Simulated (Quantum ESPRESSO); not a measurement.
The system is Ge.

```xyz
1
Lattice="1.3971 -2.6005 0.0000 1.3971 2.6005 0.0000 0.0000 0.0000 2.6982" Properties=species:S:1:pos:R:3 pbc="T T T"
Ge    1.3971    0.0000    0.0000
```

This isn't the form of Ge at room conditions, which is diamond.

| Property | Result |
| --- | --- |
| Program | Quantum ESPRESSO 7.5 |
| Task | single point |
| Functional | PBEsol |
| Potentials or basis | GBRV 1.5 PBEsol |
| Cutoff | 612 eV |
| Density cutoff | 4898 eV |
| k mesh | 11 × 11 × 10 |
| Occupations | fermi-dirac, width 0.05 eV |
| Spin | no spin polarisation |

On this cell: pressure -4.3 GPa; band gap on the k mesh none (metal or under the smearing width).

The same run follows on a disturbed copy (cell strained at random at fixed volume):

```
Ge
1.0
     1.36702   -2.63255    0.01333
     1.36007    2.62881    0.00776
     0.02036   -0.00289    2.73319
Ge
1
Direct
  0.51761 0.51484 0.99297
```

What changes?

The energy (extrapolated to zero smearing) moves by +12.6 meV/atom; pressure -3.9 GPa; band gap on the k mesh none (metal or under the smearing width).

Stress tensor (GPa, compression positive):
```
 0.08 -0.09 -0.31
-0.09 -5.02  0.07
-0.31  0.07 -6.64
```
